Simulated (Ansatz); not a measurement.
A run of Ansatz 0.2.0 is set up as follows.

input.yaml

```yaml
crystal:
  lattice:
    - [4.26, 0.0, 0.0]
    - [0.0, 4.26, 0.0]
    - [0.0, 0.0, 4.26]
  atoms:
    - { symbol: Cu, position: [0.75, 0.25, 0.75] }
    - { symbol: Cu, position: [0.75, 0.75, 0.25] }
    - { symbol: Cu, position: [0.25, 0.75, 0.75] }
    - { symbol: Cu, position: [0.25, 0.25, 0.25] }
    - { symbol: O, position: [0.5, 0.5, 0.5] }
    - { symbol: O, position: [0.0, 0.0, 0.0] }
hamiltonian:
  xc: pbe
  pseudopotentials: { kind: paw }
kpoints:
  mp_grid: { grid: [6, 6, 6] }
  band_path:
    path:
      - [[0.0, 0.0, 0.0], [0.0, 0.5, 0.0], [0.5, 0.5, 0.0], [0.0, 0.0, 0.0], [0.5, 0.5, 0.5], [0.0, 0.5, 0.0]]
      - [[0.5, 0.5, 0.0], [0.5, 0.5, 0.5]]
    npoints: 14
scf:
  occupations: { method: fermi_dirac, width: 0.05 }
  n_extra_bands: 15
output:
  forces: true
  stress: true
  eigenvalues: true
  fatbands: true
```

Potentials or basis: Ansatz PAW.

Command:

```console
$ ansatz run input.yaml --threads 2 --pin off --max-ram 5120MiB --backend cpu --events-out ev --progress --plain --runs-dir out
```

(1) Predict the band gap on the k mesh.

(2) Predict the pressure.

Results:

(1) 0.53 eV, direct.

(2) 3.2 GPa.

Caveat: the pressure holds a Pulay correction of +0.4 GPa for the finite cutoff.

**Experimental background.**

From “Importance of surface oxygen vacancies for ultrafast hot carrier relaxation and transport in Cu2O”, 2021, arxiv:2103.03167, for a bulk crystal of Cu2O: band gap 2.17 eV (direct).

A measured gap of Cu2O is 2.17 eV (direct; quoted in “Importance of surface oxygen vacancies for ultrafast hot carrier relaxation and transport in Cu2O”, 2021, arxiv:2103.03167); the calculated 0.53 eV misses it by -1.64 eV. So large a miss can be the level of theory's own, or it may mean another phase, state or a wrong row. The value is that of PBE, without temperature or zero-point motion. Semilocal functionals fall short of measured gaps as a rule.
